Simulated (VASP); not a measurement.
A run of VASP 6.6.1 is set up as follows.

File INCAR:

```
SYSTEM = InAs
PREC     = Accurate       ! precision mode
ENCUT    = 520            ! plane-wave cutoff, eV
EDIFF    = 1E-6           ! SCF threshold, eV
ISMEAR   = 0              ! smearing method
SIGMA    = 0.1            ! smearing width, eV
LREAL    = .False.        ! projectors in reciprocal space
LASPH    = .True.         ! aspherical terms in the spheres
NELM     = 60             ! most SCF steps
ALGO     = Normal         ! electronic algorithm
ISIF     = 2              ! what is computed and relaxed
LWAVE    = .False.        ! write WAVECAR
LCHARG   = .False.        ! write CHGCAR
GGA      = PS             ! functional
NBANDS   = 16             ! bands
```

KPOINTS

```
Automatic mesh
0
Gamma
  6 6 6
  0 0 0
```

File POSCAR:

```
InAs
1.0
    0.0000000000      3.0180000000      3.0180000000
    3.0180000000      0.0000000000      3.0180000000
    3.0180000000      3.0180000000      0.0000000000
In As
1 1
Direct
    0.0000000000      0.0000000000      0.0000000000
    0.2500000000      0.2500000000      0.2500000000
```

Potentials or basis: VASP PAW PBE potentials, release 64 (In_d, As).

The run is started by

```bash
$ cat potpaw_PBE.64/In_d/POTCAR potpaw_PBE.64/As/POTCAR > POTCAR
$ mpirun -np 1 vasp_std > vasp.out
```

What does it give for the pressure?

1.7 GPa.

Predict the band gap on the k mesh.

zero (filled and empty bands touch).

Caveat: the PAW data sets were made with another functional, which shifts forces and pressure a little; spin-orbit coupling is left out, which moves the levels of the heavy elements.

**What was measured.**

From a printed reference work, data compilation, for a bulk crystal of InAs at 4.2 K: band gap 0.418 eV (direct).

A measured gap of InAs is 0.418 eV (direct; 4.2 K; a printed reference work, data compilation); the calculated 0.00 eV misses it by -0.42 eV. Spin-orbit coupling on As, In is left out. The value is that of PBEsol on a finite k mesh, which can miss the band edges, without temperature or zero-point motion. Semilocal functionals fall short of measured gaps as a rule.
